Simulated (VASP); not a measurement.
# Al2Au under changes of volume

One of the cells (18.017 Å³/atom); the others are scaled copies at fixed shape and fractional positions:

```
Au Al
1.0
     0.00000    3.00096    3.00096
     3.00096    0.00000    3.00096
     3.00096    3.00096    0.00000
Au Al
1 2
Direct
  0.00000 0.00000 0.00000
  0.75000 0.75000 0.75000
  0.25000 0.25000 0.25000
```

| Property | Result |
| --- | --- |
| Program | VASP 6.6.1 |
| Functional | r2SCAN |
| Potentials or basis | VASP PAW PBE potentials, release 64 (Au, Al) |
| Cutoff | 520 eV |
| k mesh | 8 × 8 × 8 |
| Occupations | fermi-dirac, width 0.05 eV |
| Spin | no spin polarisation |

| volume (Å³/atom) | energy over the lowest point (meV/atom) | pressure (GPa) |
| --- | --- | --- |
| 17.297 | 11.47 | 5.4 |
| 17.657 | 2.70 | 2.6 |
| 18.017 | 0.00 | 0.0 |
| 18.378 | ? | ? |
| 18.738 | 10.13 | -4.2 |

Question: What does the run at 18.378 Å³/atom give?

Answer: Energy over the lowest point 2.67 meV/atom; pressure -2.2 GPa.

Worked out: A Birch-Murnaghan fit of order 2 (a polynomial in V^(-2/3)) to the other rows has its minimum at 18.02 Å³/atom with B0 = V·E''(V) = 120 GPa. It gives 2.61 meV/atom at 18.378 Å³/atom, against the run's 2.67, and -dE/dV = -2.3 GPa, against -2.2.

Energies are extrapolated to zero smearing.

Caveats: the PAW data sets were made with another functional, which shifts forces and pressure a little.
